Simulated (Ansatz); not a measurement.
Here is an Ansatz 0.2.0 calculation.

Contents of input.yaml:

```yaml
crystal:
  lattice:
    - [2.8795009639, 0.0, 0.0]
    - [0.039072758, 2.8792794796, 0.0]
    - [0.0174953863, 0.0172449008, 5.1763391994]
  atoms:
    - { symbol: Cu, position: [0.0, 0.5, 0.0] }
    - { symbol: Cu, position: [0.5, 0.0, 0.5] }
    - { symbol: O, position: [0.99842397, 0.00167178, 0.7498871] }
    - { symbol: O, position: [0.00157603, 0.99832822, 0.2501129] }
hamiltonian:
  xc: pbe
  pseudopotentials: { kind: paw }
kpoints:
  mp_grid: { grid: [9, 9, 5] }
scf:
  occupations: { method: fermi_dirac, width: 0.05 }
output:
  forces: true
  stress: true
  eigenvalues: true
  write_density: true
  write_potential: true
  elf: true
  volumetric_format: npy
relax:
  f_tol: 0.01
  max_steps: 40
  cell: { stress_tol: 0.05 }
```

Potentials or basis: Ansatz PAW.

Command:

```sh
$ ansatz run input.yaml --threads 2 --pin off --max-ram 5632MiB --backend cpu --events-out ev --progress --plain --runs-dir out
```

(1) What does it give for the relaxed cell?

(2) Predict the space group after relaxing (to 0.05 Å).

(3) Estimate the relaxed volume.

(4) Predict the band gap on the k mesh.

Results:

(1) a = 2.950 Å, b = 2.950 Å, c = 5.149 Å, α = 89.96°, β = 89.96°, γ = 89.85°.

(2) P4_2/mmc (No. 131).

(3) 11.20 Å³/atom.

(4) none (metal or under the smearing width).

Caveat: the pressure holds a Pulay correction of +0.6 GPa for the finite cutoff; the run has no spin polarisation, though such a crystal can be magnetic; semilocal functionals often make such compounds metallic where correlation or magnetic order opens a gap, which also shifts bond lengths.
